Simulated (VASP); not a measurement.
# Ru in VASP: notebook, part 2 of 2

VASP 6.6.1. The steps go on from the part before.

### 4 Single point, PBE

INCAR reads:

```
ALGO = Normal
DIPOL = 0.5 0.5 0.500
EDIFF = 1E-6
ENCUT = 520
GGA = PE
ICORELEVEL = 1
IDIPOL = 3
ISIF = 2
ISMEAR = 1
KPAR = 4
LASPH = T
LCHARG = F
LDIPOL = T
LREAL = F
LVACPOTAV = T
LVHAR = T
LWAVE = F
NBANDS = 51
NELM = 80
PREC = Accurate
SIGMA = 0.1
```

KPOINTS reads:

```
k-points
0
Gamma
  14 9 1
```

POSCAR reads:

```
Ru                                      
1.0
    2.7179493500      0.0000000000      0.0000000000
    0.0000000000      4.3005680000      0.0000000000
    0.0000000000      0.0000000000     20.4922311900
  Ru            
     6
Direct
     0.9999995699999999    0.7500000000000000    0.3726253244431644
     0.5000005899999991    0.2500000000000000    0.4037429855752476
     0.4999996299999978    0.7500000000000000    0.4818506234646791
     0.0000006400000032    0.2500000000000000    0.5181493765353210
     0.9999996800000019    0.7500000000000000    0.5962570144247523
     0.5000007000000011    0.2500000000000000    0.6273746755568356
```

Potentials or basis: VASP PAW PBE potentials, release 64 (Ru_pv).

Launch:

```
$ cat potpaw_PBE.64/Ru_pv/POTCAR > POTCAR
$ mpirun -np 4 vasp_std > vasp.out
```

OUTCAR:

```text
EDIFF = 1E-6
   ENCUT = 520
   GGA = PE
   ISIF = 2
   ISMEAR = 1
   LASPH = T
   LREAL = F
   NELM = 80
   PREC = Accurate

 ion  position               nearest neighbor table
   1  1.000  0.750  0.373-   3 2.62   3 2.62   2 2.62   2 2.62   2 2.62   2 2.62
   2  0.500  0.250  0.404-   1 2.62   1 2.62   1 2.62   1 2.62   3 2.68   3 2.68   4 2.71   4 2.71

   3  0.500  0.750  0.482-   1 2.62   1 2.62   4 2.65   4 2.65   4 2.65   4 2.65   2 2.68   2 2.68
                             5 2.71   5 2.71
   4  0.000  0.250  0.518-   6 2.62   6 2.62   3 2.65   3 2.65   3 2.65   3 2.65   5 2.68   5 2.68
                             2 2.71   2 2.71
   5  1.000  0.750  0.596-   6 2.62   6 2.62   6 2.62   6 2.62   4 2.68   4 2.68   3 2.71   3 2.71

   6  0.500  0.250  0.627-   4 2.62   4 2.62   5 2.62   5 2.62   5 2.62   5 2.62

  LATTYP: Found a simple orthorhombic cell.
 ALAT       =     2.7179493500
 B/A-ratio  =     1.5822840849
 C/A-ratio  =     7.5395927411

  Lattice vectors:

 A1 = (   2.7179493500,   0.0000000000,   0.0000000000)
 A2 = (   0.0000000000,   4.3005680000,   0.0000000000)
 A3 = (   0.0000000000,   0.0000000000,  20.4922311900)

Analysis of symmetry for initial positions (statically):
=====================================================================
 Subroutine PRICEL returns:
 Original cell was already a primitive cell.

 Routine SETGRP: Setting up the symmetry group for a
 simple orthorhombic supercell.

 Subroutine GETGRP returns: Found  8 space group operations
 (whereof  2 operations were pure point group operations)
 out of a pool of  8 trial point group operations.

The static configuration has the point symmetry C_1h.
 The point group associated with its full space group is D_2h.

Analysis of symmetry for dynamics (positions and initial velocities):
=====================================================================
 Subroutine PRICEL returns:
 Original cell was already a primitive cell.

 Routine SETGRP: Setting up the symmetry group for a
 simple orthorhombic supercell.

 Subroutine GETGRP returns: Found  8 space group operations
 (whereof  2 operations were pure point group operations)
 out of a pool of  8 trial point group operations.

The dynamic configuration has the point symmetry C_1h.
 The point group associated with its full space group is D_2h.

 Subroutine INISYM returns: Found  8 space group operations
 (whereof  2 operations are pure point group operations),
 and found     1 'primitive' translations

----------------------------------------------------------------------------------------

                                     Primitive cell

  volume of cell :     239.5281

  direct lattice vectors                    reciprocal lattice vectors
     2.717949350  0.000000000  0.000000000     0.367924443  0.000000000  0.000000000
     0.000000000  4.300568000  0.000000000     0.000000000  0.232527424  0.000000000
     0.000000000  0.000000000 20.492231190     0.000000000  0.000000000  0.048798981

  length of vectors
     2.717949350  4.300568000 20.492231190     0.367924443  0.232527424  0.048798981

  position of ions in fractional coordinates (direct lattice)
     0.999999570  0.750000000  0.372625324
[... 72 lines left out ...]
   dimension x,y,z NGXF=    40 NGYF=   64 NGZF=  320
   ions per type =               6
   NGX,Y,Z   is equivalent  to a cutoff of  12.23, 12.37, 12.98 a.u.
   NGXF,Y,Z  is equivalent  to a cutoff of  24.47, 24.74, 25.96 a.u.
 SYSTEM =  unknown system
   PREC   = accura    normal or accurate (medium, high low for compatibility)
   ISTART =      0    job   : 0-new  1-cont  2-samecut
   ICHARG =      2    charge: 1-file 2-atom 10-const
   ISPIN  =      1    spin polarized calculation?
   LNONCOLLINEAR =      F non collinear calculations
   LSORBIT =      F    spin-orbit coupling
   LASPH  =      T    aspherical Exc in radial PAW
   ENCUT  =  520.0 eV  38.22 Ry    6.18 a.u.   5.05  8.00 38.10*2*pi/ulx,y,z
   NELM   =     80;   NELMIN=  2; NELMDL= -5     # of ELM steps
   EDIFF  = 0.1E-05   stopping-criterion for ELM
   LREAL  =      F    real-space projection
   EDIFFG = 0.1E-04   stopping-criterion for IOM
   NSW    =      0    number of steps for IOM
   IBRION =     -1    ionic relax: 0-MD 1-quasi-New 2-CG
   NFREE  =      0    steps in history (QN), initial steepest desc. (CG)
   ISIF   =      2    stress and relaxation
   ISYM   =      2    0-nonsym 1-usesym 2-fastsym
   POTIM  = 0.5000    time-step for ionic-motion
   TEBEG  =    0.0;   TEEND  =   0.0 temperature during run
   PSTRESS=    0.0 pullay stress
   NELECT =      84.0000    total number of electrons
   NUPDOWN=      -1.0000    fix difference up-down
   EMIN   =  10.00;   EMAX   =-10.00  energy-range for DOS
   EFERMI =   0.00;   METHOD = LEGACY
   ISMEAR =     1;   SIGMA  =   0.10  broadening in eV -4-tet -1-fermi 0-gaus
   EFERMI_NEDOS =   21; number of points for ismear=-14 and -15
   IALGO  =     38    algorithm
   IMIX   =      4    mixing-type and parameters
     AMIX     =   0.40;   BMIX     =  1.00
     AMIX_MAG =   1.60;   BMIX_MAG =  1.00
  volume/ion in A,a.u.               =      39.92       269.40
  Fermi-wavevector in a.u.,A,eV,Ry     =   1.154469  2.181631 18.133841  1.332800
  Thomas-Fermi vector in A             =   2.291106
   LORBIT       =      0    0 simple, 1 ext, 2 COOP (PROOUT), +10 PAW based schemes
   GGA     = PE    functional components
   LHFCALC =     F    Hartree Fock is set to
   AEXX    =    0.0000 exact exchange contribution
   IVDW    =     0    specifies the selected vdW correction
   LEPSILON=     F    determine dielectric tensor
   LRPA    =     F    only Hartree local field effects (RPA)
 non-spin polarized calculation
 Methfessel and Paxton  Order N= 1 SIGMA  =   0.10
  energy-cutoff  :      520.00
  volume of cell :      239.53
 maximum number of plane-waves:      6528
   NGX = 11   NGY = 15   NGZ = 77

 number of electron      84.0000036 magnetization

 dipolmoment           0.000000      0.000000     -0.000000 electrons x Angstroem

 Free energy of the ion-electron system (eV)
  ---------------------------------------------------
  ext. energy  EPLUGINS =         0.00000000
  ---------------------------------------------------
  free energy    TOTEN  =       -51.11685810 eV

  energy without entropy =      -51.11776820  energy(sigma->0) =      -51.11716146

 the core state eigenenergies are
   1-  1s -21928.6588  2s  -3148.9603  2p  -2819.4991  3s   -550.6635  3p   -442.4357
       3d   -268.4234  4s    -71.3514
   2-  1s -21928.9068  2s  -3149.2486  2p  -2819.7848  3s   -550.9279  3p   -442.7002
       3d   -268.6925  4s    -71.5649
   3-  1s -21929.1686  2s  -3149.5501  2p  -2820.0825  3s   -551.2353  3p   -443.0075
       3d   -269.0014  4s    -71.8857
   4-  1s -21929.1686  2s  -3149.5501  2p  -2820.0825  3s   -551.2353  3p   -443.0075
       3d   -269.0014  4s    -71.8857
   5-  1s -21928.9068  2s  -3149.2486  2p  -2819.7848  3s   -550.9280  3p   -442.7002
       3d   -268.6925  4s    -71.5649
   6-  1s -21928.6588  2s  -3148.9603  2p  -2819.4991  3s   -550.6635  3p   -442.4357
       3d   -268.4234  4s    -71.3514

 E-fermi :   1.2429     XC(G=0):  -5.7810

 val. band max:        1.2277646876   @ k =   0.0714   0.4444   0.0000
 cond. band min:       1.2489977246   @ k =   0.0000   0.2222   0.0000
 fundamental gap:      0.0212330370
 Fermi energy:         1.2428805535

 k-point     1 :       0.0000    0.0000    0.0000
  band No.  band energies     occupation
      1     -42.3673      2.00000
      2     -42.1284      2.00000
      3     -42.0076      2.00000
      4     -42.0057      2.00000
      5     -41.8886      2.00000
      6     -41.7850      2.00000
[... 1285 lines left out ...]
     50       4.8140      0.00000
     51       5.4600      0.00000

 [... further k-points ...]
[... 5 lines left out ...]
  --------------------------------------------------------------------------------------
  -------------------------------------------------------------------------------------
  Total       -3.7963617     -2.1135455     -0.0503980      0.0000000      0.0000000      0.0000000
  in kB      -25.3934521    -14.1372770     -0.3371067      0.0000000      0.0000000      0.0000000
  external PRESSURE =     -13.2892786 kB  Pullay stress =       0.0000000 kB

 VOLUME and BASIS-vectors are now :
 -----------------------------------------------------------------------------
  energy-cutoff  :      520.00
  volume of cell :      239.53
      direct lattice vectors                 reciprocal lattice vectors
     2.717949350  0.000000000  0.000000000     0.367924443  0.000000000  0.000000000
     0.000000000  4.300568000  0.000000000     0.000000000  0.232527424  0.000000000
     0.000000000  0.000000000 20.492231190     0.000000000  0.000000000  0.048798981

 POSITION                                       TOTAL-FORCE (eV/Angst)
 -----------------------------------------------------------------------------------
      2.71795      3.22543      7.63592         0.000000      0.000000     -0.006863
      1.35898      1.07514      8.27359         0.000000      0.000000      0.003397
      1.35897      3.22543      9.87419         0.000000     -0.000000      0.002321
      0.00000      1.07514     10.61804         0.000000      0.000000     -0.002321
      2.71795      3.22543     12.21864         0.000000     -0.000000     -0.003397
      1.35898      1.07514     12.85631         0.000000     -0.000000      0.006863
 -----------------------------------------------------------------------------------
    total drift:                               -0.002097     -0.000000      0.002796

  FREE ENERGIE OF THE ION-ELECTRON SYSTEM (eV)
  ---------------------------------------------------
  free  energy   TOTEN  =       -51.1168580960 eV

  energy  without entropy=      -51.1177682008  energy(sigma->0) =      -51.11716146

 vacuum level on the upper side and lower side of the slab         6.053         6.053
```

It took 2.2 min on 4 MPI ranks of AMD EPYC 9R45 (Zen 5), shared host; peak memory 0.49 GiB.

Results:

```yaml
Free_energy: -51.1169 eV
Largest_force: 0.007 eV/Å
Band_gap_on_the_k_mesh: none (metal or under the smearing width)
Work_function_of_the_upper_face: 4.81 eV
Work_function_of_the_lower_face: 4.81 eV
```

Forces in eV/Å, atoms in the order of the input:
```
Ru   0.000  0.000 -0.007
Ru   0.000  0.000  0.003
Ru   0.000  0.000  0.002
Ru   0.000  0.000 -0.002
Ru   0.000  0.000 -0.003
Ru   0.000  0.000  0.007
```

Levels at points of the mesh, in eV from the Fermi level:
| k point | band 39 | band 40 | band 41 | band 42 | band 43 | band 44 | band 45 | band 46 |
| --- | --- | --- | --- | --- | --- | --- | --- | --- |
| (0.00, 0.00, 0.00) | -1.34 | -0.88 | -0.85 | -0.66 | -0.53 | -0.45 | 0.07 | 0.08 |
| (0.50, 0.00, 0.00) | -0.02 | -0.02 | 0.03 | 0.03 | 1.05 | 1.05 | 1.41 | 1.41 |

Core levels (eV, on the scale of the bands):
```tsv
atom	levels
1 Ru	1s -21928.7, 2s -3149.0, 2p -2819.5, 3s -550.7, 3p -442.4, 3d -268.4, 4s -71.4
2 Ru	1s -21928.9, 2s -3149.2, 2p -2819.8, 3s -550.9, 3p -442.7, 3d -268.7, 4s -71.6
3 Ru	1s -21929.2, 2s -3149.6, 2p -2820.1, 3s -551.2, 3p -443.0, 3d -269.0, 4s -71.9
4 Ru	1s -21929.2, 2s -3149.6, 2p -2820.1, 3s -551.2, 3p -443.0, 3d -269.0, 4s -71.9
5 Ru	1s -21928.9, 2s -3149.2, 2p -2819.8, 3s -550.9, 3p -442.7, 3d -268.7, 4s -71.6
6 Ru	1s -21928.7, 2s -3149.0, 2p -2819.5, 3s -550.7, 3p -442.4, 3d -268.4, 4s -71.4
```
